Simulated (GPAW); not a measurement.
# C (Fd-3m) in GPAW: notebook

One crystal, C, is run at these levels: vdW-DF2, PBE, revPBE+D3(BJ); tasks: band structure, equation of state.

Program: GPAW 26.7.0. These are calculated values, not measurements. Logs are shortened: lines on timing, memory, paths and dates and some standing lists are left out, and cuts for length are marked. The log counts tension as positive stress, the text compression.

**The experiment to reproduce.**

“Equation of state of cubic boron nitride at high pressures and temperatures”, 2007, arxiv:cond-mat/0702656 quotes, for a bulk crystal of C: bulk modulus 444.8 ± 0.8 GPa.

How close the calculation comes is told below.

## Step 1: The crystal as given

It takes space group Fd-3m (No. 227, cubic). The conventional cell has a = 3.567 Å, b = 3.567 Å, c = 3.567 Å, α = 90.00°, β = 90.00°, γ = 90.00°. Around C (site symmetry -43m) lie 4 C at 1.54 Å.

This isn't the form of C at room conditions, which is graphite.

## Step 2: Band structure, vdW-DF2

Input file run.py:

```python
from ase import Atoms
from ase.dft.bandgap import bandgap
from ase.io import write
from gpaw import GPAW, PW

atoms = Atoms(['C', 'C'],
              cell=[[0.0, 1.78337, 1.78337],
                    [1.78337, 0.0, 1.78337],
                    [1.78337, 1.78337, 0.0]],
              scaled_positions=[[0.75, 0.75, 0.75],
                                [0.5, 0.5, 0.5]],
              pbc=True)

calc = GPAW(mode=PW(800),
            xc={'name': 'vdW-DF2', 'backend': 'libvdwxc'},
            kpts={'size': (10, 10, 10), 'gamma': True},
            occupations={'name': 'fermi-dirac', 'width': 0.05},
            nbands=11,
            convergence={'density': 1e-05, 'energy': 1e-05},
            maxiter=150,
            txt='gpaw.txt')
atoms.calc = calc
energy = atoms.get_potential_energy()
forces = atoms.get_forces()
calc.write('gs.gpw')
write('result.traj', atoms)
print(f'Energy: {energy:.6f} eV')
print('Forces (eV/A):')
print(forces.round(4))
print('Fermi level:', round(calc.get_fermi_level(), 4), 'eV')
print(f'Gap: {bandgap(calc)[0]:.4f} eV, direct: {bandgap(calc, direct=True)[0]:.4f} eV')

path = atoms.cell.bandpath('GXWKGLUWLK,UX', npoints=60, eps=1e-4)
bs_calc = calc.fixed_density(kpts=path, symmetry='off', nbands=18,
                             convergence={'bands': 'CBM+6.0', 'eigenstates': 1e-6}, txt='bands.txt')
bs = bs_calc.band_structure()
bs.write('bs.json')
print(f'Gap on the path: {bandgap(bs_calc)[0]:.4f} eV')
```

Potentials or basis: GPAW PAW data sets (gpaw-data 1.2.1), pw.

The run is started by

```bash
> OMP_NUM_THREADS=1 python run.py
```

gpaw.txt:

```text
__  _  _
 | _ |_)|_||  |
 |__||  | ||/\| - 26.7.0

Input parameters:
  mode=PW(ecut=800.0),
  convergence={'density': 1e-05, 'energy': 1e-05},
  kpts=MonkhorstPack(size=(10, 10, 10), gamma=True),
  maxiter=150,
  nbands=11,
  occupations=Occupations(name='fermi-dirac', width=0.05),
  xc=XC(name='vdW-DF2', backend='libvdwxc')

Diagonalizing LCAO Hamiltonian
Converting LCAO to pw mode

          C
       C

Atoms  # Å, Bohr magnetons
|   | symbol |        x |        y |        z |    initial magnetic moments |
|---|--------|----------|----------|----------|-----------------------------|
| 0 |      C | 2.675055 | 2.675055 | 2.675055 | ( 0.0000,  0.0000,  0.0000) |
| 1 |      C | 1.783370 | 1.783370 | 1.783370 | ( 0.0000,  0.0000,  0.0000) |

Unit cell  # Å
| periodic |        x |        y |        z |  lengths |    angles |
|----------|----------|----------|----------|----------|-----------|
|      yes | 0.000000 | 1.783370 | 1.783370 | 2.522066 | 60.000000 |
|      yes | 1.783370 | 0.000000 | 1.783370 | 2.522066 | 60.000000 |
|      yes | 1.783370 | 1.783370 | 0.000000 | 2.522066 | 60.000000 |

Number of symmetries: 24
Symmetry operations  # r_c * U_cc + t_c -> r_c
|    | kind |            matrix            |
|----|------|------------------------------|
|  0 |  E   |  1, 0, 0,  0, 1, 0,  0, 0, 1 |
|  1 |  σ   |  1, 0, 0,  0, 0, 1,  0, 1, 0 |
|  2 |  σ   |  1, 0,-1,  0, 1,-1,  0, 0,-1 |
|  3 |  C3  |  1, 0,-1,  0, 0,-1,  0, 1,-1 |
|  4 |  C3  |  1,-1, 0,  0,-1, 1,  0,-1, 0 |
|  5 |  σ   |  1,-1, 0,  0,-1, 0,  0,-1, 1 |
|  6 |  σ   |  0, 1, 0,  1, 0, 0,  0, 0, 1 |
|  7 |  C3  |  0, 1, 0,  0, 0, 1,  1, 0, 0 |
|  8 |  C2  |  0, 1,-1,  1, 0,-1,  0, 0,-1 |
|  9 |  S4  |  0, 1,-1,  0, 0,-1,  1, 0,-1 |
| 10 |  C3  |  0, 0, 1,  1, 0, 0,  0, 1, 0 |
| 11 |  σ   |  0, 0, 1,  0, 1, 0,  1, 0, 0 |
| 12 |  S4  |  0, 0,-1,  1, 0,-1,  0, 1,-1 |
| 13 |  C3  |  0, 0,-1,  0, 1,-1,  1, 0,-1 |
| 14 |  S4  |  0,-1, 1,  1,-1, 0,  0,-1, 0 |
| 15 |  C2  |  0,-1, 1,  0,-1, 0,  1,-1, 0 |
| 16 |  C3  |  0,-1, 0,  1,-1, 0,  0,-1, 1 |
| 17 |  S4  |  0,-1, 0,  0,-1, 1,  1,-1, 0 |
| 18 |  S4  | -1, 1, 0, -1, 0, 1, -1, 0, 0 |
| 19 |  C3  | -1, 1, 0, -1, 0, 0, -1, 0, 1 |
| 20 |  C3  | -1, 0, 1, -1, 1, 0, -1, 0, 0 |
| 21 |  S4  | -1, 0, 1, -1, 0, 0, -1, 1, 0 |
| 22 |  σ   | -1, 0, 0, -1, 1, 0, -1, 0, 1 |
| 23 |  C2  | -1, 0, 0, -1, 0, 1, -1, 1, 0 |

BZ-sampling:
  Number of BZ points: 1000
  Number of IBZ points: 47

  Monkhorst-Pack size: [10, 10, 10]
  Monkhorst-Pack shift: [0.05, 0.05, 0.05]

K-points  # in reciprocal-cell coordinates
|     |                                coordinates |     weight |
|-----|--------------------------------------------|------------|
|   0 | (  0.00000000,   0.00000000,   0.00000000) | 0.00100000 |
|   1 | (  0.10000000,   0.10000000,   0.00000000) | 0.00600000 |
|   2 | (  0.10000000,   0.10000000,   0.10000000) | 0.00800000 |
|   3 | (  0.20000000,   0.10000000,   0.10000000) | 0.01200000 |
|   4 | (  0.20000000,   0.20000000,   0.00000000) | 0.00600000 |
|   5 | (  0.20000000,   0.20000000,   0.10000000) | 0.02400000 |
|   6 | (  0.20000000,   0.20000000,   0.20000000) | 0.00800000 |
|   7 | (  0.30000000,   0.20000000,   0.10000000) | 0.02400000 |
|   8 | (  0.30000000,   0.20000000,   0.20000000) | 0.02400000 |
|   9 | (  0.30000000,   0.30000000,   0.00000000) | 0.00600000 |
| ... |                                            |            |
|  46 | (  0.50000000,   0.50000000,   0.50000000) | 0.00400000 |

Plane wave coefficients: 596
Cutoff: 800.0 eV

Spin-components: 1 (collinear spins)
Bands:           11
Projectors:      10
Spin-degeneracy: 2
Datatype:        complex128

Parallelization:
  kpt:    1
  domain: 1
  band:   1

Density:
  Valence electrons: 8.0
  Components: 1
  Grid points: [18 18 18]
  Charge: 0.0  # |e|

Potential:
  Grid points: [18 18 18]

species:
  C:
    name:    Carbon
    Z:       6.0
    valence: 4
    core:    2
    charge:  0.0  # [|e|]
    compensation charges:
      type: gauss
      rc: 0.20  # [Å]
      lmax: 2
    cutoffs:
      filter: 1.14  # [Å]
      core: 1.14  # [Å]
    projectors
    | kind |    occ | energy [eV] | rcut [Å] |
    |------|--------|-------------|----------|
    |   2s |  2.000 |     -13.751 |    0.635 |
    |   2p |  2.000 |      -5.284 |    0.635 |
    |    s |        |      13.461 |    0.635 |
    |    p |        |      21.927 |    0.635 |
    |    d |        |       0.000 |    0.635 |

    Using partial waves for C as LCAO basis

Reference energy: -2055.256231  # eV

eigensolver:
  PPCG
  Converge bands: occupied
  niter=2

density mixing:
  MSR1-Mixer
  Pratt-step length: 0.05
  Maximum mixing coefficient: 0.75
  Old densities: 10
  SVD Regularization: 0.005
  Good broyden scale: 1.0
  Trust region scale: 1.0
  Backstep threshold: 4.0
  History deletion threshold: 6.0
  Fourier metric: weight=20.0, sigma=0.015

occupation numbers:
  Fermi-Dirac:
    width: 0.0500  # eV

poisson solver:
  ecut: 6400.0  # eV

xc functional:
  name: vdW-DF2 with libvdwxc
  Mode: serial
  Semilocal: GGA_X_RPW86+LDA_C_PW with 2 nearest neighbor stencil
  Local blocksize: 36 x 36 x 36
  PAW datasets: PBE

convergence criteria:
[... 6 lines left out ...]
|iter     | |      energy | eigst |  dens |
|---------|-|-------------|-------|-------|
|iter:   1| |  -34.887836 | +0.31 |       |
|iter:   2| |  -34.810799 | -2.68 | -0.75 |
|iter:   3| |  -34.281035 | -1.15 | -0.78 |
|iter:   4| |  -34.274587 | -2.23 | -1.42 |
|iter:   5| |  -34.276042 | -3.93 | -2.12 |
|iter:   6| |  -34.276058 | -5.32 | -2.97 |
|iter:   7| |  -34.276059c| -7.23 | -3.95 |
|iter:   8| |  -34.276059c| -8.13c| -4.56 |
|iter:   9| |  -34.276059c| -8.49c| -5.27c|

Converged in 9 steps
Energy contributions relative to reference atoms: (reference = -2055.256231)

Energy contributions:
  Kinetic:          24.090048
  Coulomb:         -22.190788
  Zero:              0.053403
  External:          0.000000
  Xc:              -36.228721
  Entropy:          -0.000000
  Spinorbit:         0.000000
  ----------------------------
  Free energy:     -34.276059
  Extrapolated:    -34.276059

dipole moment: (2.090109, 2.090109, 2.090109)  # |e|*Ang

Fermi level: 13.430
Eigenvalues  # (at kpt = [0.000, 0.000, 0.000])
| band index |      eig [eV] | occ [0-2] |
|------------|---------------|-----------|
|          0 |        -9.186 |     2.000 |
|          1 |        11.835 |     2.000 |
|          2 |        11.835 |     2.000 |
|          3 |        11.835 |     2.000 |
|          4 |        17.658 |     0.000 |
|          5 |        17.658 |     0.000 |
|          6 |        17.658 |     0.000 |
|          7 |        25.347 |     0.000 |
|          8 |        32.072 |     0.000 |
|          9 |        39.006 |     0.000 |
|         10 |        39.411 |     0.000 |

Gap: 4.709 eV
Transition (v -> c):
  (s=0, k=0, n=3, [0.00, 0.00, 0.00]) -> (s=0, k=9, n=4, [0.30, 0.30, 0.00])
Direct/indirect transitions are different
Direct gap: 5.823 eV
Transition at: (s=0, k=0, n=3, [0.00, 0.00, 0.00])

Forces  # eV/Ang
|       x |        y |        z |
|---------|----------|----------|
| 0.00000 | -0.00000 | -0.00000 |  # C    0
| 0.00000 | -0.00000 |  0.00000 |  # C    1

# Writing to gs.gpw (mode='')
```

Wall time 13 s (1 thread of Arm Neoverse V2, shared host); peak memory 0.17 GiB.

What came out:

```
Free energy             : -34.2761 eV
Band gap on the k mesh  : 4.71 eV, indirect (least direct gap 5.82 eV)
Band gap along the path : 4.67 eV, indirect (least direct gap 5.82 eV)
```

Levels at the corners of the path, in eV from the valence-band top:
```
point  band 2  band 3  band 4  band 5  band 6  band 7
    Γ    0.00    0.00    0.00    5.82    5.82    5.82
    X  -12.46   -6.10   -6.10    5.39    5.39   16.68
    W  -11.73   -7.96   -7.96   11.07   11.07   12.45
    K  -11.45   -8.92   -5.19    6.27   11.11   14.37
    Γ    0.00    0.00    0.00    5.82    5.82    5.82
    L  -12.94   -2.72   -2.72    8.75    8.75    9.15
    U  -11.45   -8.92   -5.19    6.27   11.11   14.37
    W  -11.73   -7.96   -7.96   11.07   11.07   12.45
    L  -12.94   -2.72   -2.72    8.75    8.75    9.15
    K  -11.45   -8.92   -5.19    6.27   11.11   14.37
    U  -11.45   -8.92   -5.19    6.27   11.11   14.37
    X  -12.46   -6.10   -6.10    5.39    5.39   16.68
```

Caveat: the PAW data sets were made with another functional, which shifts forces and pressure a little.

[end of part 1 of 2]
